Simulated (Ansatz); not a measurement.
Runs of Ansatz 0.2.0 on Al. The structure is cubic, space group Fm-3m (No. 225). Conventional cell: a = 4.050 Å, b = 4.050 Å, c = 4.050 Å, α = 90.00°, β = 90.00°, γ = 90.00°. Al (site symmetry m-3m) has 12 Al at 2.86 Å as nearest neighbours. 

```tsv
task	level	cell	k mesh	cutoff (eV)	smearing	phonon path	basis error allowed	mesh quality	gap on the mesh (eV)	pressure (GPa)	relaxed volume (Å³/atom)
relaxation of cell and atoms	PBE+D4	relaxed	11 × 11 × 11	-	fermi-dirac 0.05 eV	-	0.001 eV/atom	not flagged	-	0.0	(a)
relaxation of cell and atoms	PBEsol+D3(BJ)	relaxed	11 × 11 × 11	-	fermi-dirac 0.05 eV	-	0.001 eV/atom	not flagged	-	0.0	15.59
single point	PBE	as given	11 × 11 × 11	130	gaussian 0.016 eV	-	0.001 eV/atom	not flagged	none	-0.5	-
single point	PBE	as given	7 × 7 × 7	107	fermi-dirac 0.03 eV	-	0.003 eV/atom	coarse	none	-1.1	-
single point	PBE	as given	11 × 11 × 11	130	gaussian 0.026 eV	-	0.001 eV/atom	not flagged	none	-0.5	-
relaxation of cell and atoms	PBEsol	relaxed	11 × 11 × 11	-	fermi-dirac 0.05 eV	-	0.001 eV/atom	not flagged	-	0.0	16.21
```

Alike in all rows: potentials or basis all-electron LAPW, scalar-relativistic; no spin polarisation.

Question: Fill in the values left out.

Answer: (a) 15.86.

Caveats: some runs use coarse meshes; the k mesh is thin for a metal, which can move the energy by tens of meV per atom (some runs).

A gap of «none» marks a metal or a gap under the smearing width.
